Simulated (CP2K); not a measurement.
**Sn under changes of volume**

One of the cells (27.205 Å³/atom); the others are scaled copies at fixed shape and fractional positions:

```
CELL_PARAMETERS angstrom
3.28163 0.00000 0.00000
-1.09388 3.09395 0.00000
-1.09388 -1.54698 2.67944
ATOMIC_POSITIONS crystal
Sn 0.00000 0.00000 0.00000
```

This isn't the form of Sn at room conditions, which is tetragonal (white tin).

| Quantity | Value |
| --- | --- |
| Program | CP2K 2026.2 |
| Functional | PBE |
| Potentials or basis | POTENTIAL_UZH Sn GTH-PBE-q4; TZVP-MOLOPT-PBE-GTH basis |
| Density cutoff | 6123 eV |
| k mesh | 10 × 10 × 10 |
| Occupations | fermi-dirac, width 0.05 eV |
| Spin | no spin polarisation |

```tsv
volume (Å³/atom)	energy over the lowest point (meV/atom)	pressure (GPa)
25.573	41.37	5.5
26.117	25.44	4.1
26.661	?	?
27.205	6.00	1.8
27.749	1.47	0.9
28.293	0.00	0.0
28.837	1.34	-0.7
```

Q: What does the run at 26.661 Å³/atom give?

A: Energy over the lowest point 13.84 meV/atom; pressure 2.9 GPa.

Worked out: A Birch-Murnaghan fit of order 3 (a polynomial in V^(-2/3)) to the other rows has its minimum at 28.30 Å³/atom with B0 = V·E''(V) = 42 GPa and B' = 4.7. It gives 13.82 meV/atom at 26.661 Å³/atom, against the run's 13.84, and -dE/dV = 2.9 GPa, against 2.9.

Energies are extrapolated to zero smearing.

Caveats: the basis of atomic orbitals isn't converged, which shifts pressures, moduli and gaps.
